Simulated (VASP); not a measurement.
A run of VASP 6.6.1 is set up as follows.

Contents of INCAR:

```
ALGO = Normal
EDIFF = 1E-7
EDIFFG = -0.005
ENCUT = 600
GGA = PE
IBRION = 2
ISIF = 3
ISMEAR = 0
IVDW = 12
KPAR = 2
LASPH = True
LCHARG = False
LREAL = False
LWAVE = False
NELM = 80
NSW = 90
PREC = Accurate
SIGMA = 0.03
```

Contents of KPOINTS:

```
k-points
0
Gamma
  8 8 6
```

Contents of POSCAR:

```
SnO                                     
1.0
    3.8353843100      0.0000000000      0.0000000000
    0.0000000000      3.8353843100     -0.0000000000
    0.0000000000     -0.0000000000      4.7280497360
  Sn              O             
     2     2
Direct
     0.5000000000000000    0.0000000000000000    0.2459635355025105
     0.0000000000000000    0.5000000000000000    0.7540364644974894
     0.0000000000000000    0.0000000000000000    0.0000000000000000
     0.5000000000000000    0.5000000000000000    0.0000000000000000
```

Potentials or basis: VASP PAW PBE potentials, release 64 (Sn_d, O).

Run with:

```sh
$ cat potpaw_PBE.64/Sn_d/POTCAR potpaw_PBE.64/O/POTCAR > POTCAR
$ mpirun -np 2 vasp_std > vasp.out
```

Estimate the dispersion energy per atom.

-0.237 eV.

What does it give for the band gap on the k mesh?

None (metal or under the smearing width).

Forces in eV/Å, atoms in the order of the input:
```
Sn   0.000  0.000 -0.005
Sn   0.000  0.000  0.005
O    0.000  0.000  0.000
O    0.000  0.000  0.000
```

Caveat: the relaxation stopped at its first step, so nothing moved.
